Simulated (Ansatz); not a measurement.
## Ansatz 0.2.0, relaxation: K₄HgPd₂

Run with:

```bash
ansatz run input.yaml --threads 2 --pin off --max-ram 2560MiB --backend cpu --events-out ev --progress --plain --runs-dir out
```

Input:

```yaml
crystal:
  lattice:
    - [2.78330578, 4.82082754, 0.0]
    - [-2.78330578, 4.82082754, 0.0]
    - [0.0, -3.21388172, 8.82680481]
  atoms:
    - { symbol: K, position: [0.3891, 0.3891, 0.1673] }
    - { symbol: K, position: [0.6109, 0.6109, 0.8327] }
    - { symbol: Hg, position: [0.0, 0.0, 0.0] }
    - { symbol: Pd, position: [0.0883, 0.0883, 0.2649] }
    - { symbol: Pd, position: [0.9117, 0.9117, 0.7351] }
    - { symbol: K, position: [0.208, 0.208, 0.624] }
    - { symbol: K, position: [0.792, 0.792, 0.376] }
  symmetry: { tolerance: 0.0003 }
kpoints:
  mp_grid: { grid: [6, 6, 6], shift: [0, 0, 0] }
magnetization:
  spin_polarized: false
scf:
  occupations: { method: fermi_dirac }
  lower_state_search: "off"
hamiltonian:
  pseudopotentials: { kind: paw }
  xc: r2scan
basis:
  ecutwfc: 500
  fft_grid_basis: typed
relax:
  max_steps: 40
  cell: { p_target: 0.0 }
output:
  forces: true
  stress: true
  eigenvalues: true
  bader: true
  populations: true
  elf: true
  write_potential: true
  volumetric_format: npy
  dos:
    e_range: [-12, 8]
    de: 0.05
    projected: { site_lists: { Hg: [Hg], K: [K], Pd: [Pd] } }
  write_density: true
checkpoint:
  read: saved_state
```

Origin of the cell: a known structure type with other elements, at an estimated volume, so it need not be a known compound.

The smearing width isn't typed, so it takes its default of 0.1 eV.

The saved state is a converged single point of the same cell.

Steps («new basis» is an SCF on plane waves selected anew at the same cell):

```json
{"step": "1", "ΔF (meV/atom)": "0.0", "max force component (eV/Å)": "3.442", "P (GPa)": "4.72", "volume (Å³)": "236.87", "SCF iterations": "7", "step was": "accepted"}
{"step": "2", "ΔF (meV/atom)": "-120.4", "max force component (eV/Å)": "0.127", "P (GPa)": "0.25", "volume (Å³)": "251.98", "SCF iterations": "9", "step was": "accepted"}
{"step": "3", "ΔF (meV/atom)": "-122.4", "max force component (eV/Å)": "0.095", "P (GPa)": "0.14", "volume (Å³)": "254.30", "SCF iterations": "8", "step was": "accepted"}
{"step": "4", "ΔF (meV/atom)": "-125.3", "max force component (eV/Å)": "0.084", "P (GPa)": "-0.07", "volume (Å³)": "263.13", "SCF iterations": "10", "step was": "accepted"}
{"step": "5", "ΔF (meV/atom)": "-126.3", "max force component (eV/Å)": "0.039", "P (GPa)": "-0.03", "volume (Å³)": "261.45", "SCF iterations": "7", "step was": "accepted"}
{"step": "6", "ΔF (meV/atom)": "-126.5", "max force component (eV/Å)": "0.008", "P (GPa)": "-0.03", "volume (Å³)": "260.76", "SCF iterations": "9", "step was": "accepted"}
{"step": "7", "ΔF (meV/atom)": "-126.6", "max force component (eV/Å)": "0.004", "P (GPa)": "-0.01", "volume (Å³)": "260.57", "SCF iterations": "12", "step was": "accepted"}
{"step": "8", "ΔF (meV/atom)": "-127.9", "max force component (eV/Å)": "0.005", "P (GPa)": "0.00", "volume (Å³)": "260.57", "SCF iterations": "9", "step was": "new basis"}
```

Before:

Space group R-3m (No. 166); the run's cell has a = 5.567 Å, b = 5.567 Å, c = 9.394 Å, α = 107.24°, β = 107.24°, γ = 60.00°. Shortest distances: Hg–Pd 2.34 Å, K–Pd 3.17 Å, Hg–K 3.54 Å.

The relaxed structure.

Space group R-3m (No. 166); the run's cell has a = 5.522 Å, b = 5.522 Å, c = 10.369 Å, α = 105.44°, β = 105.44°, γ = 60.00°. Shortest distances: Hg–Pd 2.64 Å, K–Pd 3.37 Å, Hg–K 3.55 Å.

```yaml
crystal:
  lattice:
    - [2.76110, 4.78237, 0.00000]
    - [-2.76110, 4.78237, 0.00000]
    - [0.00000, -3.18825, 9.86678]
  atoms:
    - { symbol: K, position: [0.38592, 0.38592, 0.15776] }
    - { symbol: K, position: [0.61408, 0.61408, 0.84224] }
    - { symbol: Hg, position: [0.00000, 0.00000, 0.00000] }
    - { symbol: Pd, position: [0.08921, 0.08921, 0.26764] }
    - { symbol: Pd, position: [0.91079, 0.91079, 0.73236] }
    - { symbol: K, position: [0.20762, 0.20762, 0.62285] }
    - { symbol: K, position: [0.79238, 0.79238, 0.37715] }
```

| Property | Result |
| --- | --- |
| Free energy lowered by | 127.9 meV/atom |
| Volume change | 10.01 % |
| Final pressure | 0.00 GPa |
| Relaxation steps listed | 8 |
| Formation energy (elements under the same functional, gases as molecules, uncorrected) | -0.003 eV/atom |
| Gap on the mesh | none (metal) |

Caveats: no dispersion correction, so spacings can come out too large where layers or molecules are weakly bound; no spin-orbit coupling, though heavy elements are present; the relaxation held the start's symmetry, so the end may be a saddle point.

Time: 8.8 min on 2 threads of Arm Neoverse N1 (shared host), peak memory 1.5 GiB, from a saved density.
